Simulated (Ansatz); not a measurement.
**AlNi3 (Pm-3m), random displacements**

Theory: DFT PBEsol, scalar-relativistic, plane waves, PAW in Ansatz 0.2.0. Settings: plane waves to 420 eV, k-mesh 14×14×14 (Γ-centred), Gaussian smearing 0.15 eV. Collinear spins, started from moments 0.0, 0.3, 0.3, 0.3 μB in atom order; the magnetic state may not be the lowest. Energies are free energies at this smearing, counted from the undisturbed cell; pressure is positive in compression.

The undisturbed cell (relaxed at this level; it needn't be the usual structure):

```
CELL_PARAMETERS angstrom
3.51909 0.00000 0.00000
0.00000 3.51909 0.00000
0.00000 0.00000 3.51909
ATOMIC_POSITIONS crystal
Al 0.00000 0.00000 0.00000
Ni 0.00000 0.50000 0.50000
Ni 0.50000 0.00000 0.50000
Ni 0.50000 0.50000 0.00000
```

After a displacement of all atoms with no net shift, the run gives ΔE = 156.5 meV/atom; stress (xx, yy, zz, yz, xz, xy; compression positive) (7.83, 3.88, 10.01, -3.75, -0.46, -0.74) GPa.

```
atom Fx (eV/Å) Fy Fz
 Al1      0.443   1.053   0.237
 Ni2     -0.328  -0.870   2.019
 Ni3     -0.351  -1.271   0.069
 Ni4      0.237   1.088  -2.325
```

Which displacements (Å, in the unstrained cell) and strain were applied?

```tsv
atom	ux	uy	uz
Al1	-0.05	-0.13	-0.09
Ni2	0.03	0.10	-0.15
Ni3	0.03	0.13	0.06
Ni4	-0.01	-0.10	0.18
```
The cell is not strained.

Cost: 1 run of about 6.4 core-minutes, on Intel Xeon 6975P-C (Granite Rapids) (shared hosts).